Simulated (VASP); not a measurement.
Set up this calculation in VASP 6.6.1, as the native input.

```yaml
Task: band structure
Functional: PBE
Potentials_or_basis: VASP PAW PBE potentials, release 64 (Al, N)
Cutoff: 520 eV
k_mesh: 12 × 12 × 6
Occupations: gaussian, width 1 eV
Spin: no spin polarisation
Further_INCAR_settings: ALGO = Fast; EDIFF = 1e-07; NBANDS = 16
```

The system is AlN.

```
Al N
1.0
     3.12859    0.00000    0.00000
    -1.56430    2.70944    0.00000
     0.00000    0.00000    5.01643
Al N
2 2
Direct
  0.33333 0.66667 0.99926
  0.66667 0.33333 0.49926
  0.33333 0.66667 0.38074
  0.66667 0.33333 0.88074
```

These files were run (other wordings do the same):

POSCAR

```
AlN                                     
1.0
    3.1285905648      0.0000000000      0.0000000000
   -1.5642952824      2.7094389052      0.0000000000
    0.0000000000      0.0000000000      5.0164344484
  Al              N             
     2     2
Direct
     0.3333333300000021    0.6666666699999979    0.9992562587616902
     0.6666666699999979    0.3333333300000021    0.4992562587616902
     0.3333333300000021    0.6666666699999979    0.3807437412383123
     0.6666666699999979    0.3333333300000021    0.8807437412383123
```

INCAR.step1

```
  ALGO = Fast
  EDIFF = 1E-7
  ENCUT = 520
  GGA = PE
  ISIF = 2
  ISMEAR = 0
  LASPH = T
  LCHARG = T
  LREAL = F
  LWAVE = F
  NBANDS = 16
  NELM = 100
  PREC = Accurate
  SIGMA = 1.0
```

KPOINTS.step1

```
k-points
0
Gamma
  12 12 6
```

INCAR.step2

```
  ALGO = Fast
  EDIFF = 1E-7
  ENCUT = 520
  GGA = PE
  ICHARG = 11
  ISIF = 2
  ISMEAR = 0
  LASPH = T
  LCHARG = F
  LREAL = F
  LWAVE = F
  NBANDS = 16
  NELM = 100
  PREC = Accurate
  SIGMA = 0.05
```

KPOINTS.step2

```
path GMKGALHA,LM,KH
20
line-mode
reciprocal
 0.0000000000  0.0000000000  0.0000000000  G
 0.5000000000  0.0000000000  0.0000000000  M

 0.5000000000  0.0000000000  0.0000000000  M
 0.3333333333  0.3333333333  0.0000000000  K

 0.3333333333  0.3333333333  0.0000000000  K
 0.0000000000  0.0000000000  0.0000000000  G

 0.0000000000  0.0000000000  0.0000000000  G
 0.0000000000  0.0000000000  0.5000000000  A

 0.0000000000  0.0000000000  0.5000000000  A
 0.5000000000  0.0000000000  0.5000000000  L

 0.5000000000  0.0000000000  0.5000000000  L
 0.3333333333  0.3333333333  0.5000000000  H

 0.3333333333  0.3333333333  0.5000000000  H
 0.0000000000  0.0000000000  0.5000000000  A

 0.5000000000  0.0000000000  0.5000000000  L
 0.5000000000  0.0000000000  0.0000000000  M

 0.3333333333  0.3333333333  0.0000000000  K
 0.3333333333  0.3333333333  0.5000000000  H
```

Potentials or basis: VASP PAW PBE potentials, release 64 (Al, N).

The run is started by

```console
$ cat potpaw_PBE.64/Al/POTCAR potpaw_PBE.64/N/POTCAR > POTCAR
$ cp INCAR.step1 INCAR
$ cp KPOINTS.step1 KPOINTS
$ mpirun -np 1 vasp_std > vasp.out
$ cp INCAR.step2 INCAR
$ cp KPOINTS.step2 KPOINTS
$ mpirun -np 1 vasp_std > vasp.out
```

It gave:

The band gap on the k mesh is 4.06 eV, direct and the band gap along the path is 4.06 eV, direct.

Caveat: the log is that of the step along the path at fixed density, whose energy, stress, charges and moments have no meaning.

Wall time 82 s on 1 thread of Intel(R) Xeon(R) Platinum 8488C (Sapphire Rapids), on a shared host, peak memory 0.22 GiB.
